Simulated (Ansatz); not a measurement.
# GaN (P6_3mc):H_i (antibonding, by N), thermodynamic levels from a 72-atom cell

Charge states of H_i (antibonding, by N) in GaN (P6_3mc), set against the band edges. Model: a cell of 72 host atoms with 1 H put in.

Calculated with Ansatz 0.2.0; place-levels on r2SCAN runs: charge-transition levels and formation energies with image-charge correction and potential alignment at the atomic sites; PAW set soft_1.

### Step 1. The starting structure

The cell holds 73 atoms: 36 Ga, 36 N and 1 H. Cell: a = 9.693 Å, b = 9.693 Å, c = 10.523 Å, α = 90.0°, β = 90.0°, γ = 120.0°. It derives from GaN (space group P6_3mc). Nearest the centre at fractional (0.614, 0.562, 0.405): H73 at 0.00 Å, N35 at 1.04 Å, Ga58 at 1.90 Å, Ga34 at 1.90 Å, Ga33 at 1.91 Å, N67 at 2.45 Å, N43 at 2.45 Å, N60 at 2.80 Å.

As a file:

```xyz
73
Lattice="9.6931 0.0000 0.0000 -4.8465 8.3944 0.0000 0.0000 0.0000 10.5232" Properties=species:S:1:pos:R:3 pbc="T T T"
Ga    1.6155    0.9327    2.6261
Ga    0.0000    1.8654    5.2569
N     1.6155    0.9327    4.6086
N     0.0000    1.8654    1.9778
Ga    1.6155    0.9327    7.8877
Ga    0.0000    1.8654   10.5185
N     1.6155    0.9327    9.8702
N     0.0000    1.8654    7.2394
Ga    0.0000    3.7309    2.6261
Ga   -1.6155    4.6636    5.2569
N     0.0000    3.7309    4.6086
N    -1.6155    4.6636    1.9778
Ga    0.0000    3.7309    7.8877
Ga   -1.6155    4.6636   10.5185
N     0.0000    3.7309    9.8702
N    -1.6155    4.6636    7.2394
Ga   -1.6155    6.5290    2.6261
Ga   -3.2310    7.4617    5.2569
N    -1.6155    6.5290    4.6086
N    -3.2310    7.4617    1.9778
Ga   -1.6155    6.5290    7.8877
Ga   -3.2310    7.4617   10.5185
N    -1.6155    6.5290    9.8702
N    -3.2310    7.4617    7.2394
Ga    4.8465    0.9327    2.6261
Ga    3.2310    1.8654    5.2569
N     4.8465    0.9327    4.6086
N     3.2310    1.8654    1.9778
Ga    4.8465    0.9327    7.8877
Ga    3.2310    1.8654   10.5185
N     4.8465    0.9327    9.8702
N     3.2310    1.8654    7.2394
Ga    3.2310    3.7309    2.6261
Ga    1.6155    4.6636    5.2569
N     3.2310    3.7309    4.6086
N     1.6155    4.6636    1.9778
Ga    3.2310    3.7309    7.8877
Ga    1.6155    4.6636   10.5185
N     3.2310    3.7309    9.8702
N     1.6155    4.6636    7.2394
Ga    1.6155    6.5290    2.6261
Ga    0.0000    7.4617    5.2569
N     1.6155    6.5290    4.6086
N     0.0000    7.4617    1.9778
Ga    1.6155    6.5290    7.8877
Ga    0.0000    7.4617   10.5185
N     1.6155    6.5290    9.8702
N     0.0000    7.4617    7.2394
Ga    8.0776    0.9327    2.6261
Ga    6.4620    1.8654    5.2569
N     8.0776    0.9327    4.6086
N     6.4620    1.8654    1.9778
Ga    8.0776    0.9327    7.8877
Ga    6.4620    1.8654   10.5185
N     8.0776    0.9327    9.8702
N     6.4620    1.8654    7.2394
Ga    6.4620    3.7309    2.6261
Ga    4.8465    4.6636    5.2569
N     6.4620    3.7309    4.6086
N     4.8465    4.6636    1.9778
Ga    6.4620    3.7309    7.8877
Ga    4.8465    4.6636   10.5185
N     6.4620    3.7309    9.8702
N     4.8465    4.6636    7.2394
Ga    4.8465    6.5290    2.6261
Ga    3.2310    7.4617    5.2569
N     4.8465    6.5290    4.6086
N     3.2310    7.4617    1.9778
Ga    4.8465    6.5290    7.8877
Ga    3.2310    7.4617   10.5185
N     4.8465    6.5290    9.8702
N     3.2310    7.4617    7.2394
H     3.2310    4.7167    4.2662
```

The host's dielectric constants go in as inputs: (5.83, 5.83, 6.02) for the electrons alone, (10.10, 10.10, 11.19) with the ions, computed on the host (DFPT, PBEsol, on the r2SCAN cell), and a cell off the functional's own equilibrium shifts the ionic part.

The relaxed host is scaled by +1.5 % along all axes; the dielectric constants are those of the unstrained host.

The cell's shortest repeat is 9.7 Å.

### Step 2. Charge states

Levels follow from differences of total energies between charge states, each relaxed by itself.

Each atom starts 0.05 Å or so off its site in a random direction: a symmetric start keeps its symmetry, and would miss off-centre moves and Jahn–Teller distortions. Forces are taken at one point at (¼, ¼, ¼). The cell holds 1 electron more than the neutral one, with a uniform background that keeps it neutral on the whole.

The sampling was tested on the host first: at the k-points planned (1x1x1 shifted 0.25 0.25 0.25) its energy lies -0.022 eV an atom from the dense-mesh value, a large miss, so this sampling is coarse for the host.

One of the inputs; charge, spin and start change from state to state.

Contents of qm1.relax/input.yaml:

```yaml
crystal:
  lattice:
    - [3.23102163, 0.0, 0.0]
    - [-1.61551082, 2.79814681, 0.0]
    - [0.0, 0.0, 5.26158909]
  atoms:
    - { symbol: Ga, position: [0.66666667, 0.33333333, 0.49910624] }
    - { symbol: Ga, position: [0.33333333, 0.66666667, 0.99910624] }
    - { symbol: "N", position: [0.66666667, 0.33333333, 0.87589376] }
    - { symbol: "N", position: [0.33333333, 0.66666667, 0.37589376] }
  supercell: [3, 3, 2]
  defects:
    - { interstitial: { symbol: H, position: [0.614274, 0.561881, 0.405413] } }
total_charge: -1
basis:
  ecutwfc: 500
  xc_grid: 2
hamiltonian:
  xc: r2scan
  pseudopotentials: { kind: paw, azcp: { folder: soft_1 } }
kpoints:
  mp_grid: { grid: [1, 1, 1], shift: [0.25, 0.25, 0.25] }
scf:
  occupations: { method: fixed }
  max_iter: 60
output:
  forces: true
  charged_corrections: { epsilon: [5.83, 5.83, 6.02], static_epsilon: [10.1, 10.1, 11.19] }
relax:
  f_tol: 0.02
  max_steps: 80
  random_displacement: { amplitude: 0.05, seed: 8395 }
checkpoint:
  write: "../qm1.relax.run"
  compress: false
  write_wavefunctions: true
  write_every: 100000
```

Launch:

```
$ ansatz run input.yaml --threads 8 --pin off --max-ram 15073MiB --backend cpu --events-out ev --progress --plain --runs-dir out
```

The relaxed structure is kept and the sampling changed to a 2×2×2 shifted mesh.

The run of this state that the levels use, under r2SCAN:

Contents of qm1.point/input.yaml:

```yaml
crystal:
  checkpoint: "../qm1.relax.run"
  host: checkpoint
total_charge: -1
basis:
  ecutwfc: 500
  xc_grid: 2
hamiltonian:
  xc: r2scan
  pseudopotentials: { kind: paw, azcp: { folder: soft_1 } }
kpoints:
  mp_grid: { grid: [2, 2, 2], shift: [0.5, 0.5, 0.5] }
scf:
  occupations: { method: fermi_dirac, width: 0.01 }
  max_iter: 60
output:
  forces: true
  eigenvalues: true
  charged_corrections:
    epsilon: [5.83, 5.83, 6.02]
    static_epsilon: [10.1, 10.1, 11.19]
    defect_position: [0.614274, 0.561881, 0.405413]
  eigenstates: { localisation: true }
  populations: true
  band_densities: [{ bands: [v1, v1] }, { bands: [c1, c1] }]
  write_density: true
  write_potential: true
  volumetric_format: npy
  elf: true
checkpoint:
  read: "../qm1.relax.run"
  write: "../qm1.point.run"
  compress: false
  write_wavefunctions: false
  write_every: 100000
```

Relaxations under r2SCAN at one point at (¼, ¼, ¼); times on 8 threads of Arm Neoverse V1, shared host:

```tsv
charge	moment (μB)	occupations	outcome	steps	largest displacement against the far atoms (Å)	time
−1	0	fixed	converged	14	0.92	4.1 min
0	1	fixed	converged	14	0.68	10 min
+1	0	fixed	converged	11	0.17	3.1 min
```

Single points under r2SCAN at a 2×2×2 shifted mesh; times on 8 threads of Arm Neoverse V1, shared host:

```tsv
charge	moment (μB)	occupations	outcome	time
−1	0	fermi-dirac	converged	2 min
0	1	fermi-dirac	converged	4.4 min
+1	0	fermi-dirac	converged	2 min
```

Distances (Å) from H73 to the nearest atoms after relaxation with r2SCAN:

```tsv
charge	moment (μB)	1.	2.	3.	4.	5.	6.
−1	0	N 1.03	N 2.14	N 2.17	Ga 2.21	Ga 2.27	Ga 2.30
0	1	N 1.03	N 2.16	Ga 2.17	N 2.18	Ga 2.20	Ga 2.21
+1	0	N 1.04	Ga 2.08	Ga 2.09	Ga 2.11	N 2.34	N 2.36
```

### Step 3. Placing the levels, r2SCAN

A charged cell interacts with its images and the background, and its potential has another zero than the host's. place-levels removes the first by a point-charge model, screened by the static dielectric constant since the ions have relaxed around the charge, and the second by comparing potentials at atoms far from the defect.

The host is a run of the defect-free crystal in the same cutoffs, grids and k-points, so that basis and sampling errors cancel in part in the differences. The host is run in a cell of 4 atoms on a matching mesh. Its band edges are searched through the zone by a band path, so the gap is smaller than, or equal to, that on the mesh. Chemical potentials are energies per atom of H (H2 molecule), run with the same functional and cutoff.

Contents of levels.point.yaml:

```yaml
host:
  run: host.point.run
states: [qm1.point.run, q0_M1.point.run, qp1.point.run]
geometry_from:
  qm1.point.run: qm1.relax.run
  q0_M1.point.run: q0_M1.relax.run
  qp1.point.run: qp1.relax.run
  host.point.run: host.relax.run
chemical_potentials:
  H:
    energy: -15.945394
    dataset: "<sha256 of the dataset>"
epsilon: [5.83, 5.83, 6.02]
static_epsilon: [10.1, 10.1, 11.19]
vertical:
  - { from: qm1.point.run, to: qm1.point_neutral.run }
  - { from: qp1.point.run, to: qp1.point_neutral.run }
```

Launch:

```
$ ansatz place-levels levels.point.yaml -- --threads 8 --pin off --max-ram 15073MiB
```

Numbers of over 12 decimals in the logs are rounded to 6 here.

The log of the run:

```text
[... repeated set-up lines and file paths are left out, and long positions are rounded to six places ...]
(+1/0) 2.833 eV above the valence edge (+2.872 eV without the band-filling correction), in the conduction band; not on the lower envelope
(0/-1) 2.816 eV above the valence edge (+3.055 eV without the band-filling correction), in the conduction band; not on the lower envelope
(+1/-1) 2.825 eV above the valence edge (+2.964 eV without the band-filling correction), in the conduction band: charges between them are lowest nowhere
formation energy of charge +1: -0.082 eV with the Fermi level at the valence edge
formation energy of charge 0: +2.751 eV with the Fermi level at the valence edge
formation energy of charge -1: +5.567 eV with the Fermi level at the valence edge
vertical -1 to 0: no energy, since no alignment is typed
  the change from vertical[0].from (qm1.point.run) to vertical[0].to (qm1.point_neutral.run): by its potential at epsilon [5.83, 5.83, 6.02] it stands at 0.503 0.308 0.501, with an rms radius of about 2.1 Å (1.0 1.4 1.0 Å across the planes of the cell's [...]
vertical +1 to 0: no energy, since no alignment is typed
  the change from vertical[1].from (qp1.point.run) to vertical[1].to (qp1.point_neutral.run): by its potential at epsilon [5.83, 5.83, 6.02] it stands at 0.494 0.217 0.476, with an rms radius of about 5.9 Å (3.1 3.6 3.5 Å across the planes of the cell's [...]
  edges by r2scan, gap 2.040 eV; the host is sampled to repeats of 19.39 Å
  the defect's cells are sampled to repeats of 19.39 Å, like sampling
  charge +1: -150373.9454 eV with its correction of +0.222 eV, at epsilon [10.1, 10.1, 11.19], aligned at sites: +0.0155 eV, mean over 34 atomic sites at or beyond 4.85 Å from the defect at [0.6143, 0.5619, 0.4054], with -0.000076 for the charge's moments and [...]
  charge 0: +0.000 eV for its dipole among its images, +0.000 omitted
  charge -1: -150350.4045 eV with its correction of +0.153 eV, at epsilon [10.1, 10.1, 11.19], aligned at sites: +0.0533 eV, mean over 34 atomic sites at or beyond 4.85 Å from the defect at [0.6143, 0.5619, 0.4054], with +0.000000 for the charge's moments and [...]
  of states[2] (qp1.point.run): it parts from the run at its places by a charge that spreads by about 3.6 Å along one vector (1.5 Å or more is wide), by its potential at epsilon [5.83, 5.83, 6.02], taken for that of held ions (one typed too small widens it), [...]
  of states[1] (q0_M1.point.run): a band-filling correction moves a carrier to the host's band edge, which changes its energy by -0.039 eV; its displacements don't fall off away from the defect: farther atoms stand 0.014 Å off the host's places. [...]
  of states[0] (qm1.point.run): a band-filling correction moves a carrier to the host's band edge, which changes its energy by -0.278 eV; its displacements don't fall off away from the defect: farther atoms stand 0.022 Å off the host's places. [...]
  of vertical[0].from (qm1.point.run): its displacements don't fall off away from the defect: farther atoms stand 0.022 Å off the host's places. [...]
  of vertical[0].to (qm1.point_neutral.run): its displacements don't fall off away from the defect: farther atoms stand 0.022 Å off the host's places. [...]
  of vertical[1].from (qp1.point.run): it parts from the run at its places by a charge that spreads by about 3.6 Å along one vector (1.5 Å or more is wide), by its potential at epsilon [5.83, 5.83, 6.02], taken for that of held ions (one typed too small [...]
  of vertical[1].to (qp1.point_neutral.run): its moments are held at its close (magnetization.spin_locking), by a field of 0.284 eV a Bohr magneton, and its energy and levels are of the state that this holds: a run that lets them go can end lower; [...]
```

Wall time 0.38 s (8 threads of Arm Neoverse V1, shared host).

Levels between the charges placed, in eV above the valence top:

```tsv
	gap (eV)	(+1/0)	(0/−1)
r2SCAN	2.04	2.83	2.82
```

Corrections by state:

```tsv
charge	moment (μB)	image terms and alignment (eV)	band filling (eV)	ε used	over the lowest of its charge, as the program ranks them, band filling apart (eV)
+1	0.0	0.222	-	principal values (10.10, 10.10, 11.19)	0.000
0	1.0	0.000	-0.039	-	0.000
−1	0.0	0.153	-0.278	principal values (10.10, 10.10, 11.19)	0.000
```

The charged structures listed were also run neutral, and place-levels reads from each pair, by the potential or the spins, how wide the charge is by which they differ; that can be the carrier of either run.

```tsv
charge	rms radius (Å)	spread where it is widest against the cell (Å)	wide from (Å)	reading
+1	5.9	3.62	1.45	wide
−1	2.1	1.43	1.45	narrow
```

The neutral runs of these pairs need not share the spin of the lowest neutral state, and very wide values only mean spread over the cell.

From the program's caveats on the states, each cut to its opening words:

- charge +1: it parts from the run at its places by a charge that spreads by about 3.6 Å along one vector (1.5 Å or more is wide), by its potential at epsilon [5.83, 5.83, [...]
- charge 0 (1 μB): a band-filling correction moves a carrier to the host's band edge, which changes its energy by -0.039 eV
- charge 0 (1 μB): its displacements don't fall off away from the defect: farther atoms stand 0.014 Å off the host's places
- charge 0 (1 μB): flagged: stability check not made
- charge −1: a band-filling correction moves a carrier to the host's band edge, which changes its energy by -0.278 eV
- charge −1: its displacements don't fall off away from the defect: farther atoms stand 0.022 Å off the host's places

The host's formation energy from the elements is -0.640 eV per atom at this strain; it sets how far the chemical potentials can move.

Formation energies (eV), Ga-rich (Δμ(Ga) = 0.00 eV, Δμ(N) = -1.28 eV, Δμ(H) = 0.00 eV):

```tsv
charge	Fermi level at the valence top	at the conduction bottom
+1	-0.08	1.96
0	2.75	2.75
−1	5.57	3.53
```

Formation energies (eV), N-rich (Δμ(N) = 0.00 eV, Δμ(Ga) = -1.28 eV, Δμ(H) = 0.00 eV):

```tsv
charge	Fermi level at the valence top	at the conduction bottom
+1	-0.08	1.96
0	2.75	2.75
−1	5.57	3.53
```

### Step 4. Effect of the sampling

The relaxations' own energies give the levels at their sampling, for comparison.

Contents of levels.relax_mesh.yaml:

```yaml
host:
  run: host.relax.run
states: [qm1.relax.run, q0_M1.relax.run, qp1.relax.run]
chemical_potentials:
  H:
    energy: -15.945394
    dataset: "<sha256 of the dataset>"
```

Launch:

```
$ ansatz place-levels levels.relax_mesh.yaml -- --threads 8 --pin off --max-ram 15073MiB
```

The log of the run:

```text
[...]
formation energy of charge +1: -0.082 eV with the Fermi level at the valence edge
formation energy of charge 0: +2.751 eV with the Fermi level at the valence edge
formation energy of charge -1: +5.565 eV with the Fermi level at the valence edge
  edges by r2scan, gap 2.049 eV; the host is sampled to repeats of 14.31 Å
[... the lines on each state left out ...]
```

Elapsed: 0.13 s, on 8 threads.

Levels between neighbouring charges, in eV above the valence top:

```tsv
	gap (eV)	(+1/0)	(0/−1)
one point at (¼, ¼, ¼)	2.05	2.83	2.81
a 2×2×2 shifted mesh	2.04	2.83	2.82
```

Going from one point at (¼, ¼, ¼) to a 2×2×2 shifted mesh moves formation energies against the elements by up to 0.00 eV; band-filling terms, which differ between samplings, are in these energies.

### Step 5. Summary of results

| Quantity | Value |
| --- | --- |
| gap of the host | 2.04 eV (r2SCAN) |
| level (plus 1/0) | 2.83 eV above the valence top, past the conduction bottom, not a change between lowest states (2.87 eV above the valence top without the band-filling term) |
| level (0/minus 1) | 2.82 eV above the valence top, past the conduction bottom, not a change between lowest states (3.05 eV above the valence top without the band-filling term) |
| lowest of the charges placed, just above the valence top (0.02 eV) | +1 |
| lowest of the charges placed, just below the conduction bottom (0.02 eV) | +1 |
| lowest formation energy at mid-gap of the charges run, Ga-rich | 0.94 eV |
| lowest formation energy at mid-gap of the charges run, N-rich | 0.94 eV |

What this shows: Of the charges placed (−1, 0 and +1), +1 is the lowest from 0.02 eV above the valence top to 0.02 eV below the conduction bottom, a gap of 2.04 eV. Charges above +1 were not placed, so these runs say nothing of levels that involve them. States placed: +1 at 0 μB; 0 at 1 μB; −1 at 0 μB. Other spin states or structures, where not listed, weren't placed. The program finds carriers beyond a band edge of the host and adds a band-filling term at charge −1 (-0.28 eV) and 0 (-0.04 eV); steps to such a charge show no bound level, and a defect level inside a band would be read the same way. At charge −1 the atom put in ends up to 0.9 Å from its starting place, so the name tells the start alone and the levels can join different sites. H is taken at its element; compounds, which aren't counted here, bound the chemical potentials and would shift these formation energies. Going from one point at (¼, ¼, ¼) to a 2×2×2 shifted mesh moves formation energies against the elements by up to 0.00 eV; band-filling terms, which differ between samplings, are in these energies. Keep in mind: r2SCAN makes the gap too small and tends to spread out bound carriers; where a gas molecule sets a chemical potential or the host's formation energy, its binding is uncorrected; force components of up to 0.29 eV/Å remain in a run at the final settings.

[Logs are printed without paths, hosts, clocks, repeated set-up lines and the standing remarks that a program may print on its own settings, such as how far it seeks lower states.]

[Hosts, paths, dates, database ids (printed as entryN), source tags and the programs' standing remarks are cut or masked in the printed files.]

[Where a table of states has a column of steps, it counts the stored structures, which are thinned; the runs took as many ionic steps or more.]

[A defect's name tells the site on which it was built; relaxed atoms can leave that site.]

[For some hosts the program warned that the k-mesh of the response run may be too coarse for force constants and the static dielectric constant; such warnings are not shown here.]
